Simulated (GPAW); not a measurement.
Crystal: C.

```
CELL_PARAMETERS angstrom
2.52207 0.00000 0.00000
1.26103 2.18417 0.00000
1.26103 0.72806 2.05926
ATOMIC_POSITIONS crystal
C 0.75000 0.75000 0.75000
C 0.50000 0.50000 0.50000
```

This isn't the form of C at room conditions, which is graphite.

Base run:

- Program: GPAW 26.7.0
- Functional: BEEF-vdW
- Potentials or basis: GPAW PAW data sets (gpaw-data 1.2.1)
- Cutoff: 800 eV
- Basis: pw
- k mesh: 10 × 10 × 10
- Occupations: fermi-dirac, width 0.05 eV
- Spin: no spin polarisation

Its results: band gap on the k mesh 4.36 eV, indirect (least direct gap 5.67 eV).

**Question.** The run is repeated on the same cell with these changes: functional from BEEF-vdW to vdW-DF-cx; band points from 60 to 80. What comes out?

**Answer.** Band gap on the k mesh 4.14 eV, indirect (least direct gap 5.59 eV).

A k mesh can miss the band edges.
